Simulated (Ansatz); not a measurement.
# Cd: a listed cell, distorted in several ways

How do energy, forces, pressure and gap of Cd change under moves of single atoms, random distortions, further strains and shifts, swapped elements, distortions that keep the symmetry, other functionals? Each case is one self-consistent run.

Method: DFT PBE, scalar-relativistic, plane waves, PAW, in Ansatz 0.2.0.

**1. Starting point**

It takes space group Fm-3m (No. 225, cubic). Conventional cell: a = 4.436 Å, b = 4.436 Å, c = 4.436 Å, α = 90.00°, β = 90.00°, γ = 90.00°. Cd (site symmetry m-3m) is surrounded by 12 Cd at 3.14 Å.

As a file:

```
Cd
1.0
     0.00000    2.21815    2.21815
     2.21815    0.00000    2.21815
     2.21815    2.21815    0.00000
Cd
1
Cartesian
  0.0000 0.0000 0.0000
```

The structure comes from the Materials Project (structure only).

**2. Random moves and strain, cell strained**

The change: strain xx, yy, zz, yz, xz, xy = +6.0, +2.8, +3.1, +0.0, +1.0, -0.5 %.

Input file input.yaml:

```yaml
crystal:
  lattice:
    - [0.0109576598, 2.2812782919, 2.2872229332]
    - [2.3719118907, -0.0101591259, 2.3083397188]
    - [2.3398818083, 2.2703649951, 0.0218709565]
  atoms:
    - { symbol: Cd, position: [0.0, 0.0, 0.0] }
basis:
  ecutwfc: 420
kpoints:
  mp_grid: { grid: [14, 14, 14] }
hamiltonian:
  xc: pbe
scf:
  occupations: { method: gaussian, width: 0.1 }
output:
  forces: true
  stress: true
  eigenvalues: true
```

**3. Another functional, on a distorted cell: LDA**

Input file input.yaml:

```yaml
crystal:
  lattice:
    - [0.0, 2.165047245, 2.165047245]
    - [2.165047245, 0.0, 2.165047245]
    - [2.165047245, 2.165047245, 0.0]
  atoms:
    - { symbol: Cd, position: [0.0, 0.0, 0.0] }
basis:
  ecutwfc: 420
kpoints:
  mp_grid: { grid: [16, 16, 16] }
hamiltonian:
  xc: lda
scf:
  occupations: { method: gaussian, width: 0.1 }
output:
  forces: true
  stress: true
  eigenvalues: true
```

**4. One atom moved**

Input file input.yaml:

```yaml
crystal:
  lattice:
    - [0.0, 2.21814975, 2.21814975]
    - [2.21814975, 0.0, 2.21814975]
    - [2.21814975, 2.21814975, 0.0]
  atoms:
    - { symbol: Cd, position: [0.0101435893, 0.0101435893, -0.0101435893] }
basis:
  ecutwfc: 420
kpoints:
  mp_grid: { grid: [14, 14, 14] }
hamiltonian:
  xc: pbe
scf:
  occupations: { method: gaussian, width: 0.1 }
output:
  forces: true
  stress: true
  eigenvalues: true
  populations: true
```

**5. Substitution of an element, cell strained: Cd → Mg, first probe**

Input file input.yaml:

```yaml
crystal:
  lattice:
    - [0.0, 2.270263792, 2.270263792]
    - [2.270263792, 0.0, 2.270263792]
    - [2.270263792, 2.270263792, 0.0]
  atoms:
    - { symbol: Mg, position: [0.0, 0.0, 0.0] }
basis:
  ecutwfc: 420
kpoints:
  mp_grid: { grid: [6, 6, 6] }
hamiltonian:
  xc: pbe
scf:
  occupations: { method: gaussian, width: 0.1 }
output:
  forces: true
  stress: true
  eigenvalues: true
```

**6. Substitution of an element, cell strained: Cd → Mg**

Edit input.yaml of step 5 so:

```diff
@@ -10,3 +10,3 @@
 kpoints:
-  mp_grid: { grid: [6, 6, 6] }
+  mp_grid: { grid: [16, 16, 16] }
 hamiltonian:
```

**7. A distortion that keeps the symmetry**

Input file input.yaml:

```yaml
crystal:
  lattice:
    - [0.0, 2.1573502654, 2.1573502654]
    - [2.1573502654, 0.0, 2.1573502654]
    - [2.1573502654, 2.1573502654, 0.0]
  atoms:
    - { symbol: Cd, position: [0.0, 0.0, 0.0] }
basis:
  ecutwfc: 420
kpoints:
  mp_grid: { grid: [16, 16, 16] }
hamiltonian:
  xc: pbe
scf:
  occupations: { method: gaussian, width: 0.1 }
output:
  forces: true
  stress: true
  eigenvalues: true
```

**8. One atom moved**

Input file input.yaml:

```yaml
crystal:
  lattice:
    - [0.0, 2.21814975, 2.21814975]
    - [2.21814975, 0.0, 2.21814975]
    - [2.21814975, 2.21814975, 0.0]
  atoms:
    - { symbol: Cd, position: [-0.1009264591, 0.1209160923, -0.0522687884] }
basis:
  ecutwfc: 420
kpoints:
  mp_grid: { grid: [14, 14, 14] }
hamiltonian:
  xc: pbe
scf:
  occupations: { method: gaussian, width: 0.1 }
output:
  forces: true
  stress: true
  eigenvalues: true
```

**9. A change within a subgroup**

Input file input.yaml:

```yaml
crystal:
  lattice:
    - [-0.0734651197, 2.2232071314, 2.4228406089]
    - [2.1449951712, 0.0047468405, 2.3446286487]
    - [2.1497420117, 2.1497420117, 0.0]
  atoms:
    - { symbol: Cd, position: [0.0, 0.0, 0.0] }
basis:
  ecutwfc: 420
kpoints:
  mp_grid: { grid: [14, 14, 14] }
hamiltonian:
  xc: pbe
scf:
  occupations: { method: gaussian, width: 0.1 }
output:
  forces: true
  stress: true
  eigenvalues: true
```

Q: Predict the outcome of this session. Wanted: for each run, case; energy; pressure; largest force.

**Answer**, as computed:

| step | case | energy (meV/atom) | pressure (GPa) | largest force (eV/Å) | gap on the mesh (eV) |
| --- | --- | --- | --- | --- | --- |
|  | listed cell, run earlier | 0 | 2.3 | 0.00 | 0.00 |
| 2 | random moves and strain, cell strained | +0.5* | -2.5 | 0.00 | 0.00 |
| 3 | another functional, on a distorted cell: LDA | n/a | -1.0 | 0.00 | 0.00 |
| 4 | one atom moved | -12.3* | 2.1 | 0.00 | 0.00 |
| 6 | substitution of an element, cell strained: Cd → Mg | n/a | -0.4 | 0.00 | 0.00 |
| 7 | a distortion that keeps the symmetry | +52.9 | 7.8 | 0.00 | 0.00 |
| 8 | one atom moved | -12.3* | 2.1 | 0.00 | 0.00 |
| 9 | a change within a subgroup | +2.0* | 0.5 | 0.00 | 0.00 |

Energies are counted from the listed cell, with the smearing taken to zero; a star marks another k mesh, which can shift energies by itself, so starred rows don't rank against the others. Other atoms or functionals have another zero of energy (n/a). A gap of 0.00 means none on the mesh at this level.

In words: At the listed geometry the pressure is 2.3 GPa and the largest force 0.00 eV/Å: not this functional's equilibrium. Step 8 lies 12.3 meV/atom under the listed cell, so the listed cell is not the lowest arrangement at this level. The costliest is step 7, at 53 meV/atom. With one atom in the cell, moving it shifts the whole crystal, so no force arises from that. The pressure is 7.8 GPa in the smallest cell and -2.5 GPa in the largest; between them shape and moved atoms count too. The distorted cells of the listed formula and level show no gap on the mesh.
